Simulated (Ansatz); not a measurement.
A run of Ansatz 0.2.0 is set up as follows.

The input input.yaml:

```yaml
crystal:
  lattice:
    - [-1.44279332, 1.44279332, 1.37608145]
    - [1.44279332, -1.44279332, 1.37608145]
    - [1.44279332, 1.44279332, -1.37608145]
  atoms:
    - { symbol: Cu, position: [0.0, 0.0, 0.0] }
hamiltonian:
  xc: pbe
  pseudopotentials: { kind: paw }
kpoints:
  mp_grid: { grid: [13, 13, 13] }
scf:
  occupations: { method: gaussian, width: 0.027 }
output:
  forces: true
  stress: true
  eigenvalues: true
```

Potentials or basis: Ansatz PAW.

Launch:

```console
$ ansatz run input.yaml --threads 2 --pin off --max-ram 5632MiB --backend cpu --events-out ev --progress --plain --runs-dir out
```

Question: Predict the band gap on the k mesh.

Answer: None (metal or under the smearing width).

Question: What does it give for the pressure?

Answer: 7.2 GPa.

Stress tensor (GPa, compression positive):
```
7.15 0.00 0.00
0.00 7.15 0.00
0.00 0.00 7.41
```
